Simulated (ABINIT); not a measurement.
A run of ABINIT 10.8.3 (patched build) is set up as follows.

Contents of run.abi:

```
# Pseudopotentials
pp_dirpath "./"
pseudos "Ag.GGA_PBE-JTH.xml, Cl.GGA_PBE-JTH.xml"

# Structure
structure "poscar:POSCAR"
natom 2

# Plane-wave basis
ecut 680.284656 eV
pawecutdg 47.0

# k points
kptopt 1
ngkpt 8 8 8
nshiftk 1
shiftk 0.0 0.0 0.0

# Exchange and correlation
ixc 11

# Bands and occupations
nband 13
occopt 3
tsmear 0.00183747

# SCF cycle
nstep 100
tolvrs 1.0e-9

# Output
iomode 3
prtwf 0
prtden 0
prteig 0
prtebands 0
enunit 1
```

POSCAR

```
AgCl
1.0
    0.0000000000      2.7350000000      2.7350000000
    2.7350000000      0.0000000000      2.7350000000
    2.7350000000      2.7350000000      0.0000000000
Ag Cl
1 1
Direct
    0.0000000000      0.0000000000      0.0000000000  Ag
    0.5000000000      0.5000000000      0.5000000000  Cl
```

Potentials or basis: JTH PAW PBE v2.0.

Command:

```sh
$ abinit run.abi > log 2>&1
```

Estimate the pressure.

3.9 GPa.

Estimate the band gap on the k mesh.

0.90 eV, indirect (least direct gap 3.31 eV).

**What was measured.**

A printed reference work, data compilation reports, for a bulk crystal of AgCl: band gap 3.249 eV (indirect).

A measured gap of AgCl is 3.249 eV (indirect; a printed reference work, data compilation); the calculated 0.90 eV misses it by -2.35 eV. So large a miss can be the level of theory's own, or it may mean another phase, state or a wrong row. Spin-orbit coupling on Ag is left out. The value is that of PBE on a finite k mesh, which can miss the band edges, without temperature or zero-point motion. Semilocal functionals fall short of measured gaps as a rule.
